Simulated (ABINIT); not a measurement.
**KI in ABINIT: the effect of potentials**

KI:

```
CELL_PARAMETERS angstrom
0.00000 3.53277 3.53277
3.53277 0.00000 3.53277
3.53277 3.53277 0.00000
ATOMIC_POSITIONS crystal
I 0.50000 0.50000 0.50000
K 0.00000 0.00000 0.00000
```

Alike in all runs:

- Program: ABINIT 10.8.3 (patched build)
- Task: band structure
- Functional: r2SCAN
- k mesh: 7 × 7 × 7
- Occupations: fermi-dirac, width 0.05 eV
- Spin: no spin polarisation

```csv
potentials,cutoff,gap on the mesh (eV),pressure (GPa)
"Ansatz PAW PBE default generated set, frozen core",490 eV,4.61,0.1
JTH PAW PBE v2.0,517 eV,4.61,0.2
SG15 NC PBE v1.2,1143 eV,4.57,-0.1
PseudoDojo NC SR PBE v0.4.1 standard,1197 eV,?,?
```

Q: What does the run with potentials PseudoDojo NC SR PBE v0.4.1 standard give?

A: gap on the mesh 4.49 eV; pressure 0.1 GPa.

Caveats: spin-orbit coupling is left out, which moves the levels of the heavy elements; the PAW data sets were made with another functional, which shifts forces and pressure a little (some runs); the potentials were made for another functional, which shifts forces and pressure (some runs); a meta-GGA on potentials with a model core is unreliable (some runs).

The runs don't all hold the same shells in valence.
